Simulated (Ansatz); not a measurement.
## Elastic constants of Ge at 7 GPa (stress–strain coefficients): input and output

The calculation used Ansatz 0.2.0, DFT PBEsol, scalar-relativistic, plane waves, PAW.

Launched with:
```bash
ansatz run input.yaml --threads 1 --pin off --max-ram 3072MiB --backend cpu --events-out ev --progress --plain --runs-dir out
```

Input (bare energies are in eV):
```yaml
crystal:
  lattice:
    - [0.0, 2.7589733415, 2.7589733415]
    - [2.7589733415, 0.0, 2.7589733415]
    - [2.7589733415, 2.7589733415, 0.0]
  atoms:
    - { symbol: Ge, position: [0.5, 0.5, 0.5] }
    - { symbol: Ge, position: [0.75, 0.75, 0.75] }
basis:
  ecutwfc: 420
kpoints:
  mp_grid: { grid: [14, 14, 14] }
hamiltonian:
  xc: pbesol
scf:
  occupations: { method: fixed }
output:
  forces: true
  stress: true
  eigenvalues: true
elastic:
  mode: relaxed_ion
  stencil: two_point
```

From the output:
```
--- Elastic constants: 2 strain directions × 2 members + reference (group order 48) ---
  dense FFT box of the reference and of every strained cell: 27×27×27
  strains applied: 11, 23; error gains: componentwise 1.00 (the most a stress slope's error grows in a printed constant), spectral 1.73 (1 for all six strains in a standard setting)
  C = ∂σ_k/∂η_j (tension-positive GPa; Voigt order 11 22 33 23 13 12):
       149.549     74.293     74.293     -0.000     -0.000     -0.000
        74.293    149.549     74.293     -0.000     -0.000      0.000
        74.293     74.293    149.549     -0.000      0.000      0.000
         0.000     -0.000     -0.000     67.995      0.000      0.000
         0.000     -0.000      0.000     -0.000     67.995      0.000
         0.000     -0.000     -0.000      0.000      0.000     67.995
  reference stress σ⁰ (GPa):     -6.979     -6.979     -6.979      0.000      0.000     -0.000
  C* (energy form; C + prestress term) asymmetry max|C*_kj − C*_jk| = 3.706e-16 GPa — a small one proves nothing (zero by symmetry where the batch's group is 432, −43m or m−3m); a large one is finite-difference/SCF noise where every solve ...
  moduli (Voigt/Reuss/Hill, GPa): K = 99.38/99.38/99.38   G = 55.85/51.40/53.62   E = 136.35   ν = 0.271
  mechanically stable: yes (min eigenvalue of sym C = 67.99 GPa)
  strain η (Voigt 11):  stress-route row diagonal C_11 = 149.55 GPa, energy-path curvature d²(F+E_count+ΔE)/dδ²/Ω₀ = 148.49 GPa
         δ    σ_11 (GPa) F (eV) n_scf n_hpsi n_pw
    -2.000e-3      -7.2788       -8506.9159058       7   73570    869   relax 0 steps, max|allowed force component| 7.63e-17 eV/Å
     2.000e-3      -6.6806       -8506.9232250       7   66118    869   relax 0 steps, max|allowed force component| 7.98e-17 eV/Å
  strain η (Voigt 23):  stress-route row diagonal C_44 = 67.99 GPa, energy-path curvature d²(F+E_count+ΔE)/dδ²/Ω₀ = 71.46 GPa
         δ    σ_23 (GPa) F (eV) n_scf n_hpsi n_pw
    -2.000e-3      -0.1360       -8506.9196055       4   91312    869   relax 3 steps, max|allowed force component| 1.74e-8 eV/Å
     2.000e-3       0.1360       -8506.9196055       4   91547    869   relax 2 steps, max|allowed force component| 1.68e-7 eV/Å
```

The run took 4.2 min on 1 thread of AMD EPYC 7571, with other jobs on the host, peak memory 0.61 GiB.

At this pressure the crystal is close to a known change of phase. The bands were filled as in an insulator; under compression the gap may have closed between mesh points.